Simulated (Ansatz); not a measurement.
## HfN: course of a relaxation

Theory: DFT PBE, scalar-relativistic, plane waves, PAW in Ansatz. (420 eV cutoff, 16×16×16 k-mesh, Gaussian smearing of 0.10 eV, no spin polarisation)

What was changed: relaxed at 60 GPa.

A cell with an odd number of electrons and no spin polarisation is a metal by construction and may be lower with spin. Spin–orbit coupling is left out, which can shift energies with elements as heavy as these.

Other phases may be more stable at this pressure.

Command:

```bash
ansatz run input.yaml --threads 1 --pin off --max-ram 2560MiB --backend cpu --events-out ev --progress --plain --runs-dir out
```

Input:

```yaml
crystal:
  lattice:
    - [0.0, 2.1516924711, 2.1516924711]
    - [2.1516924711, 0.0, 2.1516924711]
    - [2.1516924711, 2.1516924711, 0.0]
  atoms:
    - { symbol: Hf, position: [0.0, 0.0, 0.0] }
    - { symbol: "N", position: [0.5, 0.5, 0.5] }
basis:
  ecutwfc: 420
kpoints:
  mp_grid: { grid: [16, 16, 16] }
hamiltonian:
  xc: pbe
scf:
  occupations: { method: gaussian, width: 0.1 }
output:
  forces: true
  stress: true
  eigenvalues: true
  write_density: true
  write_potential: true
  elf: true
  volumetric_format: npy
relax:
  adjacent_minimum: "off"
  f_tol: 0.008
  max_steps: 50
  cell: { stress_tol: 0.08, p_target: 60.0 }
```

F is the free energy. Steps run on the plane waves of an earlier cell, but the last one, and at times one on the way, on a freshly chosen basis, so a repeated geometry can differ a little in energy. The relaxation lowers the enthalpy F + PV at the target pressure, so F itself can rise.

Steps:

```
step F − F(1) (eV) largest force component (eV/Å) V (Å³/atom) P (GPa)
   1         0.0000                           0.000        9.962    62.05
   2        -0.0499                           0.000       10.029    58.66
   3        -0.0305                           0.000       10.002    59.99
   4        -0.0308                           0.000       10.002    60.02
```

Relaxed structure:

```yaml
crystal:
  lattice:
    - [0.00000, 2.15460, 2.15460]
    - [2.15460, 0.00000, 2.15460]
    - [2.15460, 2.15460, 0.00000]
  atoms:
    - { symbol: Hf, position: [0.00000, 0.00000, 0.00000] }
    - { symbol: N, position: [0.50000, 0.50000, 0.50000] }
```

It takes space group Fm-3m (No. 225, cubic). The conventional cell has a = 4.309 Å, b = 4.309 Å, c = 4.309 Å, α = 90.00°, β = 90.00°, γ = 90.00°. Hf (site symmetry m-3m) has 6 N at 2.15 Å as nearest neighbours. Around N (site symmetry m-3m) lie 6 Hf at 2.15 Å.

The run converged. Time: 16 s on 1 thread of Intel(R) Xeon(R) Processor @ 2.70GHz (shared host), peak memory 0.39 GiB.